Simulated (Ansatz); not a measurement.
Crystal: CuO.

```
Cu O
1.0
     0.00000    2.32725    2.32725
     2.32725    0.00000    2.32725
     2.32725    2.32725    0.00000
Cu O
1 1
Direct
  0.00000 0.00000 0.00000
  0.25000 0.25000 0.25000
```

Measurements of this composition are mostly on another form, of space group No. 15.

```yaml
Program: Ansatz 0.2.0
Task: single point
Functional: PBE
Potentials_or_basis: Ansatz PAW
Cutoff: "420 eV (not typed: the program's choice for these potentials)"
k_mesh: 10 × 10 × 10
Occupations: fermi-dirac, width 0.05 eV
Spin: no spin polarisation
```

On this cell: pressure -9.6 GPa; largest force zero by symmetry; band gap on the k mesh none (metal or under the smearing width).

The same run follows on a disturbed copy (atoms moved at random, drawn with an rms of 0.05 Å):

```
Cu O
1.0
     0.00000    2.32725    2.32725
     2.32725    0.00000    2.32725
     2.32725    2.32725    0.00000
Cu O
1 1
Direct
  0.00319 0.99960 0.00189
  0.24052 0.23968 0.27071
```

Q: What does the disturbed cell give?

A: The energy (extrapolated to zero smearing) moves by +1.8 meV/atom; pressure -9.4 GPa; largest force 0.154 eV/Å; band gap on the k mesh none (metal or under the smearing width).

Forces in eV/Å, atoms in the order of the input:
```
Cu   0.066  0.058 -0.126
O   -0.066 -0.058  0.126
```

Stress tensor (GPa, compression positive):
```
-9.37  0.53 -0.34
 0.53 -9.37 -0.34
-0.34 -0.34 -9.38
```

Caveats: an odd number of electrons without spin polarisation forces a metal; a magnetic or distorted state may lie lower; the run has no spin polarisation, though such a crystal can be magnetic; semilocal functionals often make such compounds metallic where correlation or magnetic order opens a gap, which also shifts bond lengths.
